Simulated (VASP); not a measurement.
# Ge (I4_1/amd) in VASP: phonons with r2SCAN

Aim: the phonons of Ge with r2SCAN.

Program: VASP 6.6.1. These are calculated values, not measurements. Logs are shortened: lines on timing, memory, paths and dates and some standing lists are left out, and cuts for length are marked.

## (1) The structure

The structure is tetragonal, space group I4_1/amd (No. 141). Conventional cell: a = 3.990 Å, b = 3.990 Å, c = 5.715 Å, α = 90.00°, β = 90.00°, γ = 90.00°. Around Ge (site symmetry -4m2) lie 4 Ge at 2.45 Å.

## (2) Phonons, r2SCAN

The input, POSCAR:

```
Ge
1.0
    0.0000000000      2.8212768300      2.8572900000
    2.8212768300      0.0000000000      2.8572900000
    2.8212768300      2.8212768300      0.0000000000
Ge
2
Direct
    0.0000000000      0.0000000000      0.0000000000
    0.2500000000      0.2500000000      0.2500000000
```

The input, INCAR.step1:

```
SYSTEM = Ge
PREC     = Accurate       ! precision mode
ENCUT    = 600            ! plane-wave cutoff, eV
EDIFF    = 1E-8           ! SCF threshold, eV
ISMEAR   = 0              ! smearing method
SIGMA    = 0.01           ! smearing width, eV
LREAL    = .False.        ! projectors in reciprocal space
LASPH    = .True.         ! aspherical terms in the spheres
NELM     = 60             ! most SCF steps
ALGO     = Normal         ! electronic algorithm
ISIF     = 3              ! what is computed and relaxed
LWAVE    = .False.        ! write WAVECAR
LCHARG   = .False.        ! write CHGCAR
METAGGA  = R2SCAN         ! meta-GGA
LMIXTAU  = .True.       
IBRION   = 2              ! ionic algorithm
NSW      = 40             ! ionic steps
EDIFFG   = -0.002         ! ionic threshold
```

The input, INCAR.step2:

```
SYSTEM = Ge
PREC     = Accurate       ! precision mode
ENCUT    = 600            ! plane-wave cutoff, eV
EDIFF    = 1E-8           ! SCF threshold, eV
ISMEAR   = 0              ! smearing method
SIGMA    = 0.01           ! smearing width, eV
LREAL    = .False.        ! projectors in reciprocal space
LASPH    = .True.         ! aspherical terms in the spheres
NELM     = 60             ! most SCF steps
ALGO     = Normal         ! electronic algorithm
ISIF     = 2              ! what is computed and relaxed
LWAVE    = .False.        ! write WAVECAR
LCHARG   = .False.        ! write CHGCAR
METAGGA  = R2SCAN         ! meta-GGA
LMIXTAU  = .True.       
IBRION   = 6              ! ionic algorithm
NFREE    = 2            
POTIM    = 0.015          ! step
NSW      = 1              ! ionic steps
```

The input, KPOINTS:

```
regular mesh
0
Gamma
  8 8 8
  0 0 0
```

Potentials or basis: VASP PAW PBE potentials, release 64 (Ge_d).

Run with:

```bash
$ cat potpaw_PBE.64/Ge_d/POTCAR > POTCAR
$ cp INCAR.step1 INCAR
$ mpirun -np 1 vasp_std > vasp.out
$ cp CONTCAR POSCAR
$ cp INCAR.step2 INCAR
$ mpirun -np 1 vasp_std > vasp.out
```

OUTCAR:

```text
SYSTEM = Ge
   PREC = Accurate
   ENCUT = 600
   EDIFF = 1E-8
   ISMEAR = 0
   LREAL = .False.
   LASPH = .True.
   NELM = 60
   ISIF = 2
   METAGGA = R2SCAN
   IBRION = 6
   NFREE = 2
   POTIM = 0.015
   NSW = 1

 ion  position               nearest neighbor table
   1  0.000  0.000  0.000-   2 2.46   2 2.46   2 2.46   2 2.46
   2  0.250  0.250  0.250-   1 2.46   1 2.46   1 2.46   1 2.46

  LATTYP: Found a body centered tetragonal cell.
 ALAT       =     4.0141018042
 C/A-ratio  =     1.4139899783

  Lattice vectors:

 A1 = (   0.0000000000,  -2.8383986061,  -2.8379498614)
 A2 = (   0.0000000000,   2.8383986061,  -2.8379498614)
 A3 = (   2.8383986061,   0.0000000000,   2.8379498614)

Analysis of symmetry for initial positions (statically):
=====================================================================
 Subroutine PRICEL returns:
 Original cell was already a primitive cell.

 Routine SETGRP: Setting up the symmetry group for a
 body centered tetragonal supercell.

 Subroutine GETGRP returns: Found 16 space group operations
 (whereof  8 operations were pure point group operations)
 out of a pool of 16 trial point group operations.

The static configuration has the point symmetry D_2d.
 The point group associated with its full space group is D_4h.

Analysis of symmetry for dynamics (positions and initial velocities):
=====================================================================
 Subroutine PRICEL returns:
 Original cell was already a primitive cell.

 Routine SETGRP: Setting up the symmetry group for a
 body centered tetragonal supercell.

 Subroutine GETGRP returns: Found 16 space group operations
 (whereof  8 operations were pure point group operations)
 out of a pool of 16 trial point group operations.

The dynamic configuration has the point symmetry D_2d.
 The point group associated with its full space group is D_4h.

 Subroutine INISYM returns: Found 16 space group operations
 (whereof  8 operations are pure point group operations),
 and found     1 'primitive' translations

----------------------------------------------------------------------------------------

[... 285 lines left out ...]

 number of electron      28.0000016 magnetization

 Free energy of the ion-electron system (eV)
  ---------------------------------------------------
  ext. energy  EPLUGINS =         0.00000000
  ---------------------------------------------------
  free energy    TOTEN  =       -27.73604948 eV

  energy without entropy =      -27.73604948  energy(sigma->0) =      -27.73604948

 E-fermi :   4.9337     XC(G=0): -10.7668

 val. band max:        4.7790246315   @ k =   0.0000   0.0000   0.0000
 cond. band min:       5.0153474633   @ k =   0.0000   0.0000   0.0000
 fundamental gap:      0.2363228318
 Fermi energy:         4.9336973599

 k-point     1 :       0.0000    0.0000    0.0000
  band No.  band energies     occupation
      1     -20.7785      2.00000
      2     -20.7753      2.00000
      3     -20.7717      2.00000
      4     -20.7366      2.00000
      5     -20.7365      2.00000
      6     -20.5262      2.00000
[... 481 lines left out ...]
      5     -20.6784      2.00000
      6     -20.5871      2.00000
[... 10 lines left out ...]
     17       9.7647      0.00000
     18      10.7299      0.00000

 [... further k-points ...]

------------------------ aborting loop because EDIFF is reached ----------------------------------------

  FORCE on cell =-STRESS in cart. coord.  units (eV):
  Direction    XX          YY          ZZ          XY          YZ          ZX
  --------------------------------------------------------------------------------------
  -------------------------------------------------------------------------------------
  Total       -0.0009274     -0.0009274     -0.0020891     -0.1245152      0.0000000      0.0000000
  in kB       -0.0324942     -0.0324942     -0.0731953     -4.3626618      0.0000000      0.0000000
  external PRESSURE =      -0.0460612 kB  Pullay stress =       0.0000000 kB
[... 17 lines left out ...]
  FREE ENERGIE OF THE ION-ELECTRON SYSTEM (eV)
  ---------------------------------------------------
  free  energy   TOTEN  =       -27.7360494791 eV

  energy  without entropy=      -27.7360494791  energy(sigma->0) =      -27.73604948

 INTERNAL STRAIN TENSORS FROM DISPLACED ATOMS
 ============================================

 INTERNAL STRAIN TENSOR FOR ION    1 for displacements in x,y,z  (eV/Angst):
          X           Y           Z          XY          YZ          ZX
  --------------------------------------------------------------------------------
  x     0.00000     0.00000     0.00000     0.00000     8.27690     0.00000
  y     0.00000     0.00000     0.00000     0.00000     0.00000     8.27683
  z     0.00000     0.00000     0.00000     8.28176     0.00000     0.00000

 INTERNAL STRAIN TENSOR FOR ION    2 for displacements in x,y,z  (eV/Angst):
          X           Y           Z          XY          YZ          ZX
  --------------------------------------------------------------------------------
  x     0.00000     0.00000     0.00000     0.00000    -8.27690     0.00000
  y     0.00000     0.00000     0.00000     0.00000     0.00000    -8.27683
  z     0.00000     0.00000     0.00000    -8.28176     0.00000     0.00000

 Eigenvectors and eigenvalues of the dynamical matrix
 ----------------------------------------------------

   1 f  =    8.898441 THz    55.910553 2PiTHz  296.820036 cm-1    36.800978 meV
             X         Y         Z           dx          dy          dz
      0.000000  0.000000  0.000000    -0.539105    0.457565    0.000000
      1.419199  1.419199  1.418975     0.539105   -0.457565    0.000000
[... 11 lines left out ...]
   4 f  =    0.000000 THz     0.000001 2PiTHz    0.000004 cm-1     0.000000 meV
             X         Y         Z           dx          dy          dz
      0.000000  0.000000  0.000000    -0.094487    0.700765   -0.000000
      1.419199  1.419199  1.418975    -0.094487    0.700765    0.000000

   5 f/i=    0.000000 THz     0.000000 2PiTHz    0.000002 cm-1     0.000000 meV
             X         Y         Z           dx          dy          dz
      0.000000  0.000000  0.000000     0.000000    0.000000    0.707107
      1.419199  1.419199  1.418975     0.000000    0.000000    0.707107

   6 f/i=    0.000000 THz     0.000001 2PiTHz    0.000006 cm-1     0.000001 meV
             X         Y         Z           dx          dy          dz
      0.000000  0.000000  0.000000     0.700765    0.094487   -0.000000
      1.419199  1.419199  1.418975     0.700765    0.094487    0.000000

 ELASTIC MODULI CONTR FROM IONIC RELAXATION (kBar)
 Direction    XX          YY          ZZ          XY          YZ          ZX
 --------------------------------------------------------------------------------
 XX           0.0000      0.0000      0.0000      0.0000      0.0000      0.0000
 YY           0.0000      0.0000      0.0000      0.0000      0.0000      0.0000
 ZZ           0.0000      0.0000      0.0000      0.0000      0.0000      0.0000
 XY           0.0000      0.0000      0.0000   -204.3748      0.0000     -0.0000
 YZ           0.0000      0.0000      0.0000      0.0000   -204.0664     -0.0000
 ZX           0.0000      0.0000      0.0000     -0.0000     -0.0000   -204.0631
 --------------------------------------------------------------------------------
```

OSZICAR.step1:

```text
N       E                     dE             d eps       ncg     rms          rms(c)
DAV:   1     0.148133629421E+03    0.14813E+03   -0.16957E+04  2178   0.471E+03
DAV:   2    -0.843683414177E+01   -0.15657E+03   -0.15384E+03  2134   0.578E+02
DAV:   3    -0.297126039301E+02   -0.21276E+02   -0.21080E+02  2298   0.156E+02
[... 61 lines left out ...]
DAV:   9    -0.277373321427E+02   -0.53344E-06   -0.54644E-08  1676   0.276E-03    0.884E-05
DAV:  10    -0.277373317820E+02    0.36073E-06   -0.30359E-08  1662   0.207E-03    0.454E-05
DAV:  11    -0.277373319889E+02   -0.20690E-06   -0.42525E-09  1226   0.835E-04    0.703E-06
DAV:  12    -0.277373319587E+02    0.30139E-07   -0.37715E-10  1062   0.290E-04    0.480E-06
DAV:  13    -0.277373319670E+02   -0.83128E-08   -0.76145E-11  1062   0.126E-04
   4 F= -.27737332E+02 E0= -.27737332E+02  d E =-.285834E-03
```

Wall time 18 min (1 thread of Intel Xeon 6975P-C (Granite Rapids), shared host); peak memory 0.33 GiB.

Results:

```yaml
Relaxed_volume: 22.86 Å³/atom
Relaxed_cell: a = 4.014 Å, b = 4.014 Å, c = 4.014 Å, α = 60.00°, β = 60.00°, γ = 60.01°
Space_group_after_relaxing_to_0.05_Å: Fd-3m (No. 227)
Highest_phonon_frequency_at_Γ: 297 cm⁻¹
```

The path:
```tsv
step	energy change (eV)	largest force (eV/Å)	pressure (GPa)	volume (Å³)
1	0.0000	0.0000	0.37	45.49
2	-0.0013	0.0000	-0.17	45.83
3	-0.0013	0.0000	-0.25	45.88
4	-0.0015	0.0000	-0.01	45.73
```

Final structure:
```
CELL_PARAMETERS angstrom
0.00000 2.83840 2.83795
2.83840 0.00000 2.83795
2.83840 2.83840 0.00000
ATOMIC_POSITIONS crystal
Ge 0.00000 0.00000 0.00000
Ge 0.25000 0.25000 0.25000
```

Phonon frequencies in cm⁻¹ (negative: imaginary):
| q point | frequencies |
| --- | --- |
| (0.000, 0.000, 0.000) | 0 0 0 297 297 297 |

Caveat: the PAW data sets were made with another functional, which shifts forces and pressure a little.
